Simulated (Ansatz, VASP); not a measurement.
**One calculation of Si2Mo, two programs**

```
Si Mo
1.0
     3.21697    0.00000    0.00000
     0.00000    3.21697    0.00000
     0.00000    0.00000   20.53325
Si Mo
4 2
Direct
  0.00000 0.00000 0.34091
  0.00000 0.00000 0.46737
  0.50000 0.50000 0.52902
  0.50000 0.50000 0.65157
  0.50000 0.50000 0.40414
  0.00000 0.00000 0.59287
```

Alike in both runs: functional PBE; k mesh 9 × 9 × 1; occupations gaussian, width 0.1 eV; no spin polarisation.

Ansatz relaxed the structure, and its values are those at the end. VASP's run is a single point on that final structure, the one shown.

|  | VASP | Ansatz |
| --- | --- | --- |
| version | VASP 6.6.1 | Ansatz 0.2.0 |
| potentials or method | VASP PAW PBE potentials, release 64 (Si, Mo_sv) | scalar-relativistic, plane waves, PAW |
| plane-wave cutoff (eV) | 520 | 420 |
| valence electrons in the cell | 44 | 44 |

```csv
,VASP,Ansatz,Ansatz less VASP
gap on the k mesh at the Fermi level (eV),none,none,-
rms of the force components (eV/Å),0.146,0.149,+0.0030
```

A gap of «none» marks a metal or a gap that the smearing closes. The functional is the same, so the differences come from potentials, cutoffs and numerics.
